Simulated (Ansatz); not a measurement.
# RuCl2 (1T sheet): how robust is the cRPA U?, part 2 of 2

Aim: hold the target of a cRPA run on RuCl2 (1T sheet) and move one thing at a time.

Ansatz 0.2.0; constrained RPA on LDA, plane waves, PAW.

So far. Step 4 (Changed: 3×3×1 mesh): On the Ru eg shell, screening brings the on-site interaction from 10.4 eV down to U = 2.51 eV. Step 5 (Changed: smooth pair densities): On the Ru eg shell, screening brings the on-site interaction from 10.1 eV down to U = 2.43 eV.

### Step 7. Changed: more bands than orbitals

input.yaml reads:

```yaml
crystal:
  lattice:
    - [0.0, 2.48539647, 2.48539647]
    - [2.48539647, -2.48539647, 0.0]
    - [17.38503569, 17.38503569, -17.38503569]
  atoms:
    - { symbol: Ru, position: [0.0, 0.0, 0.3180797022] }
    - { symbol: Cl, position: [0.3333333333, 0.6666666667, 0.3575110389] }
    - { symbol: Cl, position: [0.6666666667, 0.3333333333, 0.2786483655] }
  periodic: [true, true, false]
kpoints:
  mp_grid: { grid: [12, 12, 1] }
hamiltonian:
  xc: lda
scf:
  occupations: { method: gaussian, width: 0.08 }
  n_extra_bands: 19
  max_iter: 150
  lower_state_search: "off"
output:
  crpa:
    kmesh: [6, 6, 1]
    target_bands: [c1, c3]
    projections: [{ species: Ru, l: d, shell: 4, orbitals: [dz2, dx2-y2] }]
```

Run with:

```console
$ ansatz run input.yaml --threads 4 --pin off --max-ram 14745MiB --backend cpu --events-out ev --progress --plain --runs-dir out
```

Numbers of over 12 decimals in the logs are rounded to 6 here.

What it wrote:

```text
Error: invalid value for `output.crpa.projections`: 2 orbital(s) selected but the target window spans 3 band(s); name one orbital per band of it
```

Run time: 0.12 s. Hardware: 4 threads of Arm Neoverse V1, shared host; peak memory 0.083 GiB.

The input was rejected at the start.

The program's message: “Error: invalid value for `output.crpa.projections`: 2 orbital(s) selected but the target window spans 3 band(s); name one orbital per band of it”

The fault put into this input: more bands than orbitals.

### Step 8. Changed: PBE

This step: constrained RPA on PBE, plane waves, PAW.

input.yaml: that of step 7 with these lines changed.

```diff
@@ -13,3 +13,3 @@
 hamiltonian:
-  xc: lda
+  xc: pbe
 scf:
@@ -22,3 +22,3 @@
     kmesh: [6, 6, 1]
-    target_bands: [c1, c3]
+    target_bands: [c1, c2]
     projections: [{ species: Ru, l: d, shell: 4, orbitals: [dz2, dx2-y2] }]
```

What it wrote:

```text
[...]
Crystal: 3 atoms, lattice volume = 322.172 Å³
Basis set: ecut = 420 eV, 6239 PW (Γ)
Bands: 34, of which v1, the nominal top of the filled ones, is band 15 counted from 1 (14 counted from 0)
Symmetry: 12 space group operations
[...]
k-points: 19 of 144
[...]
° read free of the cell's end (the report's vacuum.weakly_bound_levels)
[...]
χ-basis size per q: N_G = 1150..1180
[...]
Site 0, 4D, 2 of 5 d orbitals (Wannier functions 1, 2; wannier90's mr 1, 4):
      screened: U = 2.6014 eV, U' = 2.0490 eV, J = 0.2762 eV
      screened, to within: U = 7.7e-3 eV, U' = 7.7e-3 eV, J = 3.9e-4 eV
      bare: V = 10.2777 eV, V' = 9.3597 eV, J = 0.4590 eV
[...]
[key lines of the parts left out:]
SCF converged after 7 iterations
Free energy (F): -8038.421575 eV
Fermi energy:    -4.159536 eV
```

Wall time 69 s (4 threads); peak memory 1.7 GiB; 4.4 min of CPU time.

This step gave:

| Quantity | Value |
| --- | --- |
| U | 2.601 eV |
| U prime (inter-orbital) | 2.049 eV |
| J | 0.2762 eV |
| bare V | 10.28 eV |
| bare J | 0.4590 eV |
| stated bound on U | 0.007674 eV |
| U over bare V | 0.2531 |
| electrons in the window | 0 |
| head of the constrained inverse dielectric matrix | 0.6068 |
| least eigenvalue of the projection's overlap | 0.4952 |
| target functions | 2 |
| bands in the sums | 34 |
| width of the target bands | 0.8820 eV |
| weight of the projected orbitals in the window | 0.6102 |

On the Ru eg shell, screening brings the on-site interaction from 10.3 eV down to U = 2.60 eV.

### Step 9. Changed: potentials

This step: constrained RPA on LDA, plane waves, norm-conserving pseudopotentials.

input.yaml: that of step 8 with these lines changed.

```diff
@@ -13,3 +13,4 @@
 hamiltonian:
-  xc: pbe
+  xc: lda
+  pseudopotentials: { kind: nc }
 scf:
```

What it wrote:

```text
[...]
Crystal: 3 atoms, lattice volume = 322.172 Å³
Basis set: ecut = 1197.300995 eV, 30181 PW (Γ)
Bands: 34, of which v1, the nominal top of the filled ones, is band 15 counted from 1 (14 counted from 0)
Symmetry: 12 space group operations
[...]
k-points: 19 of 144
[...]
° read free of the cell's end (the report's vacuum.weakly_bound_levels)
[...]
χ-basis size per q: N_G = 1150..1180
[...]
Site 0, 4D, 2 of 5 d orbitals (Wannier functions 1, 2; wannier90's mr 1, 4):
      screened: U = 2.4156 eV, U' = 1.8875 eV, J = 0.2641 eV
      screened, to within: U = 6.3e-3 eV, U' = 6.3e-3 eV, J = 4.8e-4 eV
      bare: V = 10.0544 eV, V' = 9.1591 eV, J = 0.4477 eV
[...]
[key lines of the parts left out:]
SCF converged after 9 iterations
Free energy (F): -3645.324049 eV
Fermi energy:    -4.436210 eV
```

It took 5.9 min on 4 threads; peak memory 7.1 GiB; 22 min of CPU time.

Numbers from this step:

```
U                                                 : 2.416 eV
U prime (inter-orbital)                           : 1.887 eV
J                                                 : 0.2641 eV
bare V                                            : 10.05 eV
bare J                                            : 0.4477 eV
stated bound on U                                 : 0.006294 eV
U over bare V                                     : 0.2403
electrons in the window                           : 0
head of the constrained inverse dielectric matrix : 0.5860
least eigenvalue of the projection's overlap      : 0.4812
target functions                                  : 2
bands in the sums                                 : 34
width of the target bands                         : 0.9072 eV
weight of the projected orbitals in the window    : 0.5994
```

On the Ru eg shell, screening brings the on-site interaction from 10.1 eV down to U = 2.42 eV.

### Step 10. Side by side

Times are wall times on 4 threads of Arm Neoverse V1, shared host, good to a factor of about two.

```csv
run,bare V (eV),U (eV),J (eV),bound on U (eV),width (eV),time
target window,10.06,2.426,0.265,0.0090,0.91,72 s
9×9×1 mesh,10.02,2.420,0.265,0.0076,0.91,3 min
3×3×1 mesh,10.37,2.513,0.273,0.0085,0.91,24 s
smooth pair densities,10.06,2.434,0.271,0.0078,0.91,63 s
PBE,10.28,2.601,0.276,0.0077,0.88,69 s
potentials,10.05,2.416,0.264,0.0063,0.91,5.9 min
```

### Step 11. Results

```json
{
  "target window": "U 2.43 eV, J 0.27 eV",
  "9×9×1 mesh": "U 2.42 eV, J 0.26 eV",
  "3×3×1 mesh": "U 2.51 eV, J 0.27 eV",
  "smooth pair densities": "U 2.43 eV, J 0.27 eV",
  "PBE": "U 2.60 eV, J 0.28 eV",
  "potentials": "U 2.42 eV, J 0.26 eV"
}
```

What this shows: 9×9×1 mesh moves U by −0.01 eV (within the solver's bounds, for the mean over orbitals) at 2.5 times the time. 3×3×1 mesh moves U by +0.09 eV at 0.34 times the time. Smooth pair densities moves U by +0.01 eV (within the solver's bounds, for the mean over orbitals). PBE moves U by +0.18 eV. Potentials moves U by −0.01 eV (within the solver's bounds, for the mean over orbitals) at 4.9 times the time. The printed bound covers the solver alone, not the mesh. The parent state is non-magnetic and the interaction static (zero frequency); U depends on the window and the orbitals, so it belongs to this model alone.

[Paths, hosts, dates, memory and timing lines, banners, echoed tables and standing remarks are left out of the program output.]

[Logs are printed without paths, hosts, clocks, repeated set-up lines and the standing remarks that a program may print on its own settings, such as how far it seeks lower states.]

[Runs of the session that timed out or met a known fault of the program may be left out.]

[Hosts, paths, dates, database ids (printed as entryN), source tags and the programs' standing remarks are cut or masked in the printed files.]
